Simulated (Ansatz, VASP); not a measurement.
CuAu: VASP beside Ansatz

File INCAR:

```
SYSTEM = CuAu
  ALGO = Fast
  EDIFF = 1E-6
  ENCUT = 520
  GGA = PS
  ISIF = 2
  ISMEAR = 0
  LASPH = .TRUE.
  LCHARG = .TRUE.
  LELF = .TRUE.
  LREAL = .FALSE.
  LVHAR = .TRUE.
  LWAVE = .FALSE.
  NBANDS = 18
  NELM = 80
  PREC = Accurate
  SIGMA = 0.15
```

File KPOINTS:

```
k-points
0
G
  18 18 14
  0 0 0
```

File POSCAR:

```
CuAu
1.0
    2.8000000000      0.0000000000      0.0000000000
    0.0000000000      2.8000000000      0.0000000000
    0.0000000000      0.0000000000      3.6700000000
Cu Au
1 1
Direct
    0.5000000000      0.5000000000      0.5000000000
    0.0000000000      0.0000000000      0.0000000000
```

Input for Ansatz:

```yaml
crystal:
  lattice:
    - [2.8, 0.0, 0.0]
    - [0.0, 2.8, 0.0]
    - [0.0, 0.0, 3.67]
  atoms:
    - { symbol: Cu, position: [0.5, 0.5, 0.5] }
    - { symbol: Au, position: [0.0, 0.0, 0.0] }
basis:
  ecutwfc: 420
kpoints:
  mp_grid: { grid: [18, 18, 14] }
hamiltonian:
  xc: pbesol
scf:
  occupations: { method: gaussian, width: 0.15 }
output:
  forces: true
  stress: true
  eigenvalues: true
  write_density: true
  write_potential: true
  elf: true
  volumetric_format: npy
```

Alike in both runs: task single point; functional PBEsol; k mesh 18 × 18 × 14; occupations gaussian, width 0.15 eV; no spin polarisation.

|  | VASP | Ansatz |
| --- | --- | --- |
| version | VASP 6.6.1 | Ansatz 0.2.0 |
| potentials or method | VASP PAW PBE potentials, release 64 (Cu, Au) | scalar-relativistic, plane waves, PAW |
| plane-wave cutoff (eV) | 520 | 420 |
| valence electrons in the cell | 22 | 38 |

Ansatz gave:

- gap on the k mesh at the Fermi level (eV): none
- pressure (GPa): -1.9
- largest component of the traceless stress (GPa): 0.49

Estimate VASP's values.

gap on the k mesh at the Fermi level (eV): none; pressure (GPa): -1.7; largest component of the traceless stress (GPa): 0.43.

A gap of «none» marks a metal or a gap that the smearing closes. The functional is the same, so the differences come from potentials, cutoffs and numerics. The two sets of potentials don't hold the same shells in valence.

Caveats: the PAW data sets were made with another functional, which shifts forces and pressure a little (VASP). Spin-orbit coupling is left out, which matters for the levels of Au.
